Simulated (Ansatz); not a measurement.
## CsBr in Ansatz: the effect of functional

CsBr:

```xyz
2
Lattice="4.3825 0.0000 0.0000 0.0000 4.3825 0.0000 0.0000 0.0000 4.3825" Properties=species:S:1:pos:R:3 pbc="T T T"
Cs    0.0000    0.0000    0.0000
Br    2.1913    2.1913    2.1913
```

The cell comes from a database or a generator and needn't be the stable form of this composition.

The cell isn't the ideal one: volume scaled by 1.04.

Alike in all runs:

* Program: Ansatz 0.2.0
* Task: single point
* Potentials or basis: Ansatz PAW
* k mesh: 6 × 6 × 6
* Occupations: fermi-dirac, width 0.05 eV
* Spin: no spin polarisation

| functional | cutoff | gap on the mesh (eV) | pressure (GPa) |
| --- | --- | --- | --- |
| r2SCAN | 500 eV (not typed: the program's choice for these potentials) | 5.02 | -0.6 |
| LDA | 420 eV (not typed: the program's choice for these potentials) | ? | ? |
| PBEsol | 420 eV (not typed: the program's choice for these potentials) | 4.09 | -1.2 |

Problem. What does the run with functional LDA give?

Solution. gap on the mesh 3.88 eV; pressure -2.3 GPa.

Caveats: spin-orbit coupling is left out, which moves the levels of the heavy elements; the PAW data sets come from PBE, with cores solved anew for the run's functional, which leaves a small shift of forces and pressure.

A k mesh can miss the band edges.

Runs at the PBE level aren't shown here.
